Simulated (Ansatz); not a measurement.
ZnO (rocksalt), relaxed with r2SCAN in Ansatz: the symmetry is Fm-3m (No. 225, cubic); a = 4.268 Å in the conventional setting, 9.72 Å³ an atom. Zn has 6 O at 2.13 Å; O has 6 Zn at 2.13 Å. The cell was then strained (x, y and z are the cube axes), with the atoms relaxed again; stress is positive in compression. Simulation only: spin-unpolarised, and no claim that this is the phase found in nature.

- Uniaxial +1.63 % along x, other directions held: r2SCAN's stress changes by -3.87 GPa along the strain and -2.47 GPa across it.
- Isotropic +0.88 % on every length: the pressure changes by -4.79 GPa, and the HSE06 gap (L → Γ) goes from 2.739 to 2.584 eV.
- Epitaxial strain of -0.84 % in the (001) plane: the free normal strain is +1.05 % and the in-plane stress changes by +2.04 GPa.

Task: Estimate C₁₁, C₁₂ and the bulk modulus from the uniaxial step.

Result: With compression positive, C₁₁ ≈ −Δσ∥/ε = (+3.87)/(+0.0163) = 237 GPa and C₁₂ ≈ (+2.47)/(+0.0163) = 152 GPa; B = (C₁₁ + 2C₁₂)/3 = 180 GPa. A one-sided step carries third-order terms: it reads low by some per cent.

Task: What bulk modulus does the isotropic step give?

Result: Δ ln V = 3 ln(1.0088) = +0.0263, so B ≈ −ΔP/Δ ln V = 182 GPa, against 180 GPa from C₁₁ and C₁₂; one-sided steps of finite size carry third-order terms.

Task: Give the volume deformation potential of that gap and its pressure coefficient.

Result: a_V = ΔE_g/Δ ln V = (-0.155)/(+0.0263) = -5.90 eV; dE_g/dP = −a_V/B = +32 meV/GPa, with HSE06's gap and r2SCAN's modulus.

Task: What do the film's normal strain and stress say about the elastic constants?

Result: ε⊥/ε∥ = (+0.0105)/(-0.0084) = -1.25, which linear elasticity sets to −2C₁₂/C₁₁ = -1.28 from the uniaxial step. The biaxial modulus is M = −Δσ/ε∥ = 243 GPa (C₁₁ + C₁₂ − 2C₁₂²/C₁₁ = 196 GPa).

Task: How much elastic energy does the film store, with 9.72 Å³ an atom?

Result: u = M ε∥² = −Δσ ε∥ = -2.04 × (-0.0084) = 0.0171 GPa, and 1 GPa Å³ is 6.2415 meV: 1.04 meV an atom. The total energies of the two runs differ by 1.02 meV an atom.

The meshes of the hybrids are coarse, so their gaps aren't converged to the digits shown.
